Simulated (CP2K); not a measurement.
WC (Qusongite):

```
W C
1.0
     2.90650    0.00000    0.00000
    -1.45325    2.51710    0.00000
     0.00000    0.00000    2.83660
W C
1 1
Direct
  0.00000 0.00000 0.00000
  0.66667 0.33333 0.50000
```

Base run:

| Item | Value |
| --- | --- |
| Program | CP2K 2026.2 |
| Functional | PBE |
| Potentials or basis | GTH_POTENTIALS W GTH-PADE-q14, C GTH-PADE-q4; DZVP-MOLOPT-SR-GTH basis |
| Density cutoff | 6123 eV |
| k mesh | 10 × 10 × 9 |
| Occupations | fermi-dirac, width 0.05 eV |
| Spin | no spin polarisation |

Its results: band gap on the k mesh none (metal or under the smearing width); pressure -20.8 GPa.

Task: The run is repeated on the same cell with these changes: potentials or basis from GTH_POTENTIALS W GTH-PADE-q14, C GTH-PADE-q4; DZVP-MOLOPT-SR-GTH basis to GTH_POTENTIALS W GTH-PBE-q14, C GTH-PBE-q4; DZVP-MOLOPT-SR-GTH basis; potentials from W GTH-PADE-q14 of GTH_POTENTIALS, C GTH-PADE-q4 of GTH_POTENTIALS to W GTH-PBE-q14 of GTH_POTENTIALS, C GTH-PBE-q4 of GTH_POTENTIALS. What comes out?

Result: Band gap on the k mesh none (metal or under the smearing width); pressure 1.8 GPa.

Caveats: spin-orbit coupling is left out, which moves the levels of the heavy elements; the basis of atomic orbitals isn't converged, which shifts pressures, moduli and gaps; the potentials were made for another functional, which shifts forces and pressure (some runs).
